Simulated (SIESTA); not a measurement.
## Mg under changes of volume

One of the cells (22.998 Å³/atom); the others are scaled copies at fixed shape and fractional positions:

```xyz
4
Lattice="3.1979 0.0000 0.0000 -1.5989 2.7694 0.0000 0.0000 0.0000 10.3872" Properties=species:S:1:pos:R:3 pbc="T T T"
Mg    1.5989    0.9231    7.7904
Mg    0.0000    0.0000    5.1936
Mg    0.0000    1.8463    2.5968
Mg    0.0000    0.0000    0.0000
```

| Property | Result |
| --- | --- |
| Program | SIESTA 5.4.2 |
| Functional | PBEsol |
| Potentials or basis | PseudoDojo 0.4 standard (PBEsol files) |
| Basis | DZP (energy shift 0.003 Ry; two zetas on semicore shells) |
| Grid cutoff | 800 Ry |
| Energy shift | 0.003 Ry |
| k mesh | 10 × 10 × 3 |
| Occupations | fermi-dirac, width 0.05 eV |
| Spin | no spin polarisation |

| volume (Å³/atom) | energy over the lowest point (meV/atom) | pressure (GPa) |
| --- | --- | --- |
| 21.194 | 32.14 | 4.6 |
| 21.645 | ? | ? |
| 22.096 | 11.82 | 2.6 |
| 22.998 | 1.71 | 1.0 |
| 23.449 | 0.00 | 0.2 |
| 23.900 | 0.31 | -0.5 |

What does the run at 21.645 Å³/atom give?

Energy over the lowest point 20.59 meV/atom; pressure 3.6 GPa.

Worked out: A Birch-Murnaghan fit of order 3 (a polynomial in V^(-2/3)) to the other rows has its minimum at 23.60 Å³/atom with B0 = V·E''(V) = 36 GPa and B' = 3.1 at fixed shape and positions, which overstates the stiffness. It gives 20.60 meV/atom at 21.645 Å³/atom, against the run's 20.59, and -dE/dV = 3.6 GPa, against 3.6.

Energies are extrapolated to zero smearing.

Caveats: the basis of atomic orbitals isn't converged, which shifts pressures, moduli and gaps.
